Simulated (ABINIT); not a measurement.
# HfN (Fm-3m) in ABINIT: reference runs

Reference runs on HfN: the cell as given.

Program: ABINIT 10.8.3 (patched build). These are calculated values, not measurements. Logs are shortened: lines on timing, memory, paths and dates and some standing lists are left out, and cuts for length are marked. The log counts tension as positive stress, the text compression.

**1. Starting point**

It takes space group Fm-3m (No. 225, cubic). The conventional cell has a = 4.512 Å, b = 4.512 Å, c = 4.512 Å, α = 90.00°, β = 90.00°, γ = 90.00°. Around Hf (site symmetry m-3m) lie 6 N at 2.26 Å. Around N (site symmetry m-3m) lie 6 Hf at 2.26 Å.

**2. Single point, PBEsol**

run.abi

```
# Pseudopotentials
pp_dirpath "./"
pseudos "Hf.upf, N.upf"

# Structure
acell 3.1904657967 3.1904657967 3.1904657967 Angstrom
rprim
     0.0000000000     0.7071067812     0.7071067812
     0.7071067812     0.0000000000     0.7071067812
     0.7071067812     0.7071067812     0.0000000000
ntypat 2
znucl 72 7
natom 2
typat 1 2
xred
     0.0000000000     0.0000000000     0.0000000000
     0.5000000000     0.5000000000     0.5000000000

# Plane-wave basis
ecut 42.0

# k points
kptopt 1
ngkpt 10 10 10
nshiftk 1
shiftk 0.0 0.0 0.0

# Exchange and correlation
ixc -116133

# Bands and occupations
nband 13
occopt 3
tsmear 0.00183747

# SCF cycle
nstep 100
tolvrs 1.0e-10

# Output
iomode 3
prtwf 0
prteig 0
prtebands 0
enunit 2
prtden 1
prtvha 1
prtvclmb 1
prtpot 1
prtelf 1
```

Potentials or basis: PseudoDojo NC SR PBEsol v0.4.1 standard.

Launch:

```console
abinit run.abi > log 2>&1
```

run.abo:

```text
.Version 10.8.3 of ABINIT
 Symmetries : space group Fm -3 m (#225); Bravais cF (face-center cubic)
================================================================================
 Values of the parameters that define the memory need of the present run
     intxc =       0    ionmov =       0      iscf =       7    lmnmax =       8
     lnmax =       8     mgfft =      36  mpssoang =       4    mqgrid =    3001
     natom =       2  nloc_mem =       1    nspden =       1   nspinor =       1
    nsppol =       1      nsym =      48    n1xccc =    2501    ntypat =       2
    occopt =       3   xclevel =       2
       mpw =        2038          nfft =       46656          nkpt =          47
================================================================================
================================================================================

--------------------------------------------------------------------------------
------------- Echo of variables that govern the present computation ------------
--------------------------------------------------------------------------------
 -outvars: echo values of preprocessed input variables --------
            acell      6.0291065698E+00  6.0291065698E+00  6.0291065698E+00 Bohr
              amu      1.78490000E+02  1.40067400E+01
             ecut      4.20000000E+01 Hartree
           enunit           2
              ixc     -116133
         kptrlatt       10    0    0      0   10    0      0    0   10
          kptrlen      6.02910657E+01
            natom           2
            nband          13
            ngfft          36      36      36
             nkpt          47
            nstep         100
             nsym          48
           ntypat           2
           occopt           3
        prtebands           0
           prteig           0
           prtelf           1
           prtpot           1
         prtvclmb           1
           prtvha           1
            prtwf           0
            rprim      0.0000000000E+00  7.0710678120E-01  7.0710678120E-01
                       7.0710678120E-01  0.0000000000E+00  7.0710678120E-01
                       7.0710678120E-01  7.0710678120E-01  0.0000000000E+00
          spgroup         225
           tolvrs      1.00000000E-10
           tsmear      1.83747000E-03 Hartree
            typat      1  2
           xangst      0.0000000000E+00  0.0000000000E+00  0.0000000000E+00
                       2.2560000000E+00  2.2560000000E+00  2.2560000000E+00
            xcart      0.0000000000E+00  0.0000000000E+00  0.0000000000E+00
                       4.2632221401E+00  4.2632221401E+00  4.2632221401E+00
             xred      0.0000000000E+00  0.0000000000E+00  0.0000000000E+00
                       5.0000000000E-01  5.0000000000E-01  5.0000000000E-01
            znucl       72.00000    7.00000

================================================================================

 chkinp: Checking input parameters for consistency.

================================================================================
== DATASET  1 ==================================================================

--- !DatasetInfo
iteration_state: {dtset: 1, }
dimensions: {natom: 2, nkpt: 47, mband: 13, nsppol: 1, nspinor: 1, nspden: 1, mpw: 2038, }
cutoff_energies: {ecut:  42.0, pawecutdg:  -1.0, }
electrons: {nelect:   1.70000000E+01, charge:   0.00000000E+00, occopt:   3.00000000E+00, tsmear:   1.83747000E-03, }
meta: {optdriver: 0, ionmov: 0, optcell: 0, iscf: 7, paral_kgb: 0, }
...

 Real(R)+Recip(G) space primitive vectors, cartesian coordinates (Bohr,Bohr^-1):
 R(1)=  0.0000000  4.2632221  4.2632221  G(1)= -0.1172822  0.1172822  0.1172822
 R(2)=  4.2632221  0.0000000  4.2632221  G(2)=  0.1172822 -0.1172822  0.1172822
 R(3)=  4.2632221  4.2632221  0.0000000  G(3)=  0.1172822  0.1172822 -0.1172822
 Unit cell volume ucvol=  1.5496866E+02 bohr^3
 Angles (23,13,12)=  6.00000000E+01  6.00000000E+01  6.00000000E+01 degrees

 getcut: wavevector=  0.0000  0.0000  0.0000  ngfft=  36  36  36
         ecut(hartree)=     42.000   => boxcut(ratio)=   2.04673

--- Pseudopotential description ------------------------------------------------
- pspini: atom type   1  psp file is ./Hf.upf
12 -116133 3 -1 1656                          pspcod,pspxc,lmax,lloc,mmax
     nproj     2     2     2     2

- pspini: atom type   2  psp file is ./N.upf
12 -116133 1 -1 1058                          pspcod,pspxc,lmax,lloc,mmax
     nproj     2     2     0     0

   4.63350171E+02                                ecore*ucvol(ha*bohr**3)
--------------------------------------------------------------------------------

================================================================================

--- !BeginCycle
iteration_state: {dtset: 1, }
solver: {iscf: 7, nstep: 100, nline: 4, wfoptalg: 0, }
tolerances: {tolvrs: 1.00E-10, }
...

     iter   Etot(hartree)      deltaE(h)  residm     vres2
 ETOT  1  -66.694811987701    -6.669E+01 2.842E-01 7.631E+02
 ETOT  2  -66.586561075092     1.083E-01 4.385E-02 1.304E+03
 ETOT  3  -66.855966690609    -2.694E-01 1.254E-02 6.352E+00
 ETOT  4  -66.857545254867    -1.579E-03 4.156E-03 4.731E-01
 ETOT  5  -66.857645216599    -9.996E-05 4.341E-04 1.507E-02
 ETOT  6  -66.857647573631    -2.357E-06 1.907E-03 4.796E-04
 ETOT  7  -66.857647688036    -1.144E-07 1.239E-03 2.916E-05
 ETOT  8  -66.857647695773    -7.737E-09 3.797E-04 3.819E-07
 ETOT  9  -66.857647695873    -9.943E-11 5.999E-05 3.572E-10
 ETOT 10  -66.857647695871     2.075E-12 1.308E-04 3.180E-11

 At SCF step   10       vres2   =  3.18E-11 < tolvrs=  1.00E-10 =>converged.

 Compute ELF
--------------------------------------------------------------------------------

 Compute kinetic energy density

 Compute gradient of the electron density
 Electron Localization Function (ELF) [min:0;max:1]
)     Maximum=    8.6132E-01  at reduced coord.    0.9167    0.9167    0.9444
)     Minimum=    2.9870E-05  at reduced coord.    0.5000    0.5000    0.5000
   Integrated=    5.8803E+01

--------------------------------------------------------------------------------
 End of ELF section

 Cartesian components of stress tensor (hartree/bohr^3)
  sigma(1 1)=  9.41483622E-05  sigma(3 2)=  0.00000000E+00
  sigma(2 2)=  9.41483622E-05  sigma(3 1)=  0.00000000E+00
  sigma(3 3)=  9.41483622E-05  sigma(2 1)=  0.00000000E+00

--- !ResultsGS
iteration_state: {dtset: 1, }
comment   : Summary of ground state results
lattice_vectors:
- [  0.0000000,   4.2632221,   4.2632221, ]
- [  4.2632221,   0.0000000,   4.2632221, ]
- [  4.2632221,   4.2632221,   0.0000000, ]
lattice_lengths: [   6.02911,    6.02911,    6.02911, ]
lattice_angles: [ 60.000,  60.000,  60.000, ] # degrees, (23, 13, 12)
lattice_volume:   1.5496866E+02
convergence: {deltae:  2.075E-12, res2:  3.180E-11, residm:  1.308E-04, diffor: null, }
etotal    :  -6.68576477E+01
entropy   :   0.00000000E+00
fermie    :   5.10949688E-01
cartesian_stress_tensor: # hartree/bohr^3
- [  9.41483622E-05,   0.00000000E+00,   0.00000000E+00, ]
- [  0.00000000E+00,   9.41483622E-05,   0.00000000E+00, ]
- [  0.00000000E+00,   0.00000000E+00,   9.41483622E-05, ]
pressure_GPa:  -2.7699E+00
xred      :
- [  0.0000E+00,   0.0000E+00,   0.0000E+00, Hf]
- [  5.0000E-01,   5.0000E-01,   5.0000E-01,  N]
cartesian_forces: # hartree/bohr
- [ -0.00000000E+00,  -0.00000000E+00,  -0.00000000E+00, ]
- [ -0.00000000E+00,  -0.00000000E+00,  -0.00000000E+00, ]
force_length_stats: {min:   0.00000000E+00, max:   0.00000000E+00, mean:   0.00000000E+00, }
...

 Integrated electronic density in atomic spheres:
 ------------------------------------------------
 Atom  Sphere_radius  Integrated_density
    1        2.00000          8.45474996
    2        2.00000          5.21816605
================================================================================

 ----iterations are completed or convergence reached----

 Mean square residual over all n,k,spin=   41.076E-08; max=  13.078E-05
 reduced coordinates (array xred) for    2 atoms
       0.000000000000      0.000000000000      0.000000000000
       0.500000000000      0.500000000000      0.500000000000
 rms dE/dt=  0.0000E+00; max dE/dt=  0.0000E+00; dE/dt below (all hartree)
    1       0.000000000000      0.000000000000      0.000000000000
    2       0.000000000000      0.000000000000      0.000000000000

 cartesian coordinates (angstrom) at end:
    1      0.00000000000000     0.00000000000000     0.00000000000000
    2      2.25600000003323     2.25600000003323     2.25600000003323

 cartesian forces (hartree/bohr) at end:
    1     -0.00000000000000    -0.00000000000000    -0.00000000000000
    2     -0.00000000000000    -0.00000000000000    -0.00000000000000
 frms,max,avg= 0.0000000E+00 0.0000000E+00   0.000E+00  0.000E+00  0.000E+00 h/b

 cartesian forces (eV/Angstrom) at end:
    1     -0.00000000000000    -0.00000000000000    -0.00000000000000
    2     -0.00000000000000    -0.00000000000000    -0.00000000000000
 frms,max,avg= 0.0000000E+00 0.0000000E+00   0.000E+00  0.000E+00  0.000E+00 e/A
 length scales=  6.029106569839  6.029106569839  6.029106569839 bohr
              =  3.190465796700  3.190465796700  3.190465796700 angstroms
 Fermi (or HOMO) energy (hartree) =   0.51095   Average Vxc (hartree)=  -0.49269
 Eigenvalues (hartree) for nkpt=  47  k points:
 kpt#   1, nband= 13, wtk=  0.00100, kpt=  0.0000  0.0000  0.0000 (reduced coord)
  -1.79236   -0.63059   -0.63059   -0.63059   -0.13231    0.39972    0.39972    0.39972
   0.49606    0.49606    0.49606    0.57632    0.58172
      occupation numbers for kpt#   1
   2.00000    2.00000    2.00000    2.00000    2.00000    2.00000    2.00000    2.00000
   1.99939    1.99939    1.99939    0.00000    0.00000
 prteigrs : prtvol=0 or 1, do not print more k-points.

 Fermi (or HOMO) energy (eV) =  13.90365   Average Vxc (eV)= -13.40688
 Eigenvalues (   eV  ) for nkpt=  47  k points:
 kpt#   1, nband= 13, wtk=  0.00100, kpt=  0.0000  0.0000  0.0000 (reduced coord)
 -48.77258  -17.15914  -17.15914  -17.15914   -3.60025   10.87686   10.87686   10.87686
  13.49851   13.49851   13.49851   15.68253   15.82932
 prteigrs : prtvol=0 or 1, do not print more k-points.

--- !EnergyTerms
iteration_state     : {dtset: 1, }
comment             : Components of total free energy in Hartree
kinetic             :  2.16585921305889E+01
hartree             :  6.75500974859178E+00
xc                  : -1.72809704956817E+01
Ewald energy        : -5.31059376537318E+01
psp_core            :  2.98996045289946E+00
local_psp           : -2.95001487013457E+01
non_local_psp       :  1.62608232227749E+00
internal            : -6.68574121964016E+01
'-kT*entropy'       : -2.35499469016672E-04
total_energy        : -6.68576476958706E+01
total_energy_eV     : -1.81928927495006E+03
band_energy         : -5.34105368521390E+00
...

 Cartesian components of stress tensor (hartree/bohr^3)
  sigma(1 1)=  9.41483622E-05  sigma(3 2)=  0.00000000E+00
  sigma(2 2)=  9.41483622E-05  sigma(3 1)=  0.00000000E+00
  sigma(3 3)=  9.41483622E-05  sigma(2 1)=  0.00000000E+00

-Cartesian components of stress tensor (GPa)         [Pressure= -2.7699E+00 GPa]
- sigma(1 1)=  2.76994045E+00  sigma(3 2)=  0.00000000E+00
- sigma(2 2)=  2.76994045E+00  sigma(3 1)=  0.00000000E+00
- sigma(3 3)=  2.76994045E+00  sigma(2 1)=  0.00000000E+00

== END DATASET(S) ==============================================================
================================================================================

 -outvars: echo values of variables after computation  --------
            acell      6.0291065698E+00  6.0291065698E+00  6.0291065698E+00 Bohr
           etotal     -6.6857647696E+01
            fcart     -0.0000000000E+00 -0.0000000000E+00 -0.0000000000E+00
                      -0.0000000000E+00 -0.0000000000E+00 -0.0000000000E+00
            rprim      0.0000000000E+00  7.0710678120E-01  7.0710678120E-01
                       7.0710678120E-01  0.0000000000E+00  7.0710678120E-01
                       7.0710678120E-01  7.0710678120E-01  0.0000000000E+00
           strten      9.4148362216E-05  9.4148362216E-05  9.4148362216E-05
                       0.0000000000E+00  0.0000000000E+00  0.0000000000E+00
           xangst      0.0000000000E+00  0.0000000000E+00  0.0000000000E+00
                       2.2560000000E+00  2.2560000000E+00  2.2560000000E+00
             xred      0.0000000000E+00  0.0000000000E+00  0.0000000000E+00
                       5.0000000000E-01  5.0000000000E-01  5.0000000000E-01
 Calculation completed.
```

Wall time 27 s (1 thread of Intel Xeon 6975P-C (Granite Rapids), shared host); peak memory 0.08 GiB.

Results:

```yaml
Free_energy: -1819.2893 eV
Pressure: -2.8 GPa
Band_gap_on_the_k_mesh: none (metal or under the smearing width)
Valence_electrons_inside_the_program's_atomic_spheres: Hf 8.45; N 5.22
```

**3. Equation of state, PBEsol**

run.abi

```
# Datasets: one volume each
ndtset 7
getwfk -1
scalecart1 3*0.9795861087
scalecart2 3*0.9864848297
scalecart3 3*0.9932883884
scalecart4 3*1.0000000000
scalecart5 3*1.0066227096
scalecart6 3*1.0131594038
scalecart7 3*1.0196128224

# Pseudopotentials
pp_dirpath "./"
pseudos "Hf.upf, N.upf"

# Structure
acell 3*1.0 Angstrom
rprim
     0.0000000000     2.2560000000     2.2560000000
     2.2560000000     0.0000000000     2.2560000000
     2.2560000000     2.2560000000     0.0000000000
ntypat 2
znucl 72 7
natom 2
typat 1 2
xred
     0.0000000000     0.0000000000     0.0000000000
     0.5000000000     0.5000000000     0.5000000000

# Plane-wave basis
ecut 42.0

# k points
kptopt 1
ngkpt 10 10 10
nshiftk 1
shiftk 0.0 0.0 0.0

# Exchange and correlation
ixc -116133

# Bands and occupations
nband 13
occopt 3
tsmear 0.00183747

# SCF cycle
nstep 100
tolvrs 1.0e-10

# Output
iomode 3
prtwf 1
prtden 0
prteig 0
prtebands 0
```

Potentials or basis: PseudoDojo NC SR PBEsol v0.4.1 standard.

Launch:

```console
abinit run.abi > log 2>&1
```

It took 2.4 min on 1 thread of Intel Xeon 6975P-C (Granite Rapids), shared host; peak memory 0.12 GiB.

It converged, with:

| Property | Result |
| --- | --- |
| Equilibrium volume | 11.37 Å³/atom |
| Bulk modulus | 287 GPa |
| Pressure derivative of the bulk modulus | 4.3 |

Energy against volume, from the lowest point:
```csv
volume (Å³/atom),energy (meV/atom)
10.793,27.73
11.023,9.04
11.252,0.13
11.482,0.00
11.712,7.76
11.941,22.60
12.171,43.82
```

Caveat: pressures at fixed basis lie under the slope of the energies. The run has no spin-orbit coupling, so splittings on Hf are missing.
